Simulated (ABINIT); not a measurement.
C:

```
C
1.0
     0.00000    1.78337    1.78337
     1.78337    0.00000    1.78337
     1.78337    1.78337    0.00000
C
2
Direct
  0.75000 0.75000 0.75000
  0.50000 0.50000 0.50000
```

This isn't the form of C at room conditions, which is graphite.

Base run:

- Program: ABINIT 10.8.3 (patched build)
- Functional: PBE
- Potentials or basis: PseudoDojo NC SR PBE v0.4.1 standard
- Cutoff: 1116 eV
- k mesh: 10 × 10 × 10
- Occupations: fermi-dirac, width 0.05 eV
- Spin: no spin polarisation

Its results: band gap on the k mesh 4.23 eV, indirect (least direct gap 5.62 eV); pressure 1.9 GPa.

Question: After a change of settings the same cell gave: band gap on the k mesh 4.23 eV, indirect (least direct gap 5.63 eV); pressure 1.2 GPa. Which change was it?
A. functional from PBE to PBEsol; potentials or basis from PseudoDojo NC SR PBE v0.4.1 standard to PseudoDojo NC SR PBEsol v0.4.1 standard; cutoff from 1116 eV to 1007 eV
B. functional from PBE to LDA; potentials or basis from PseudoDojo NC SR PBE v0.4.1 standard to PseudoDojo NC SR LDA v0.4.1 standard; cutoff from 1116 eV to 1007 eV
C. cutoff from 1116 eV to 1007 eV

Answer: C.
